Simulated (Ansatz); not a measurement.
# Ge: what symmetry allows forces and stress to be

```
CELL_PARAMETERS angstrom
-2.56634 2.64636 1.59265
2.49674 -2.64636 1.47175
2.56634 2.64636 -1.59265
ATOMIC_POSITIONS crystal
Ge 0.22077 0.94839 0.22762
Ge 0.77923 0.05161 0.77238
```

The calculation used DFT PBE, scalar-relativistic, plane waves, PAW in Ansatz.

Cutoff 420 eV; k points 14×14×14 on the computed 2-atom cell (Γ-centred); Gaussian smearing, width 0.10 eV; no spin polarisation.

This distorted cell has space group C2/m, with 4 operations.

Q: Without a calculation: in which directions can each atom feel a force?

A: A force must be left unchanged by every operation that keeps its atom in place, so it lies in the space that those operations leave fixed. Atoms that the group maps onto each other feel forces of one size.
```tsv
atom	site symmetry	operations at the site	equivalent to atom	allowed force (Cartesian)
Ge1	m	2	1	in the plane normal to (0.00, 1.00, 0.00)
Ge2	m	2	1	in the plane normal to (0.00, 1.00, 0.00)
```

That leaves 2 independent force components of 6. A relaxation in this cell that keeps the symmetry moves the atoms in these directions alone.

Q: And the stress tensor?

A: It must be invariant under the point group, which leaves 4 independent components: yz, xy vanish.

Q: Do the computed values obey this?

A: Yes. Forces (eV/Å):
```
Ge1  0.152  0.000  0.100
Ge2 -0.152  0.000 -0.100
```

Stress (GPa, compression positive, xx yy zz yz xz xy): -1.44 -0.06 -4.10 0.00 2.40 0.00. The program imposes the same operations on density, forces and stress, so this confirms the analysis and is no independent test of the calculation.

This form isn't the element's structure at ambient conditions.